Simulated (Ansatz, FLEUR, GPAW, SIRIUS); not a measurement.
**One calculation of Li2Se, 5 ways**

```
Se Li
1.0
     0.00000    3.00250    3.00250
     3.00250    0.00000    3.00250
     3.00250    3.00250    0.00000
Se Li
1 2
Direct
  0.00000 0.00000 0.00000
  0.75000 0.75000 0.75000
  0.25000 0.25000 0.25000
```

Alike in all runs: task equation of state; functional PBEsol; k mesh 8 × 8 × 8; occupations fermi-dirac, width 0.05 eV; no spin polarisation; no spin-orbit coupling.

```tsv
program and potentials	plane-wave cutoff (eV)	notes	equilibrium volume (Å³/atom)	bulk modulus (GPa)
Ansatz, all-electron LAPW, scalar-relativistic	-	-	17.50	35.1
SIRIUS, PseudoDojo 0.4.1 PBEsol standard (scalar relativistic)	1177	-	17.51	35.2
GPAW, PAW data sets generated for this functional	800	-	17.59	35.1
FLEUR, all-electron, FLAPW	-	-	17.50	35.2
SIRIUS, all-electron FP-LAPW, apw+lo standard	-	-	17.50	35.8
```

The equilibrium volume spans 17.50 (SIRIUS, all-electron FP-LAPW, apw+lo standard) to 17.59 Å³/atom (GPAW, PAW data sets generated for this functional), with all-electron results at 17.50. The bulk modulus spans 35.1 (GPAW, PAW data sets generated for this functional) to 35.8 GPa (SIRIUS, all-electron FP-LAPW, apw+lo standard), with all-electron results at 35.1 to 35.8.

The functional is the same throughout but for its coding, so the spread measures potentials, basis and numerics; runs on potential files found faulty are left out.
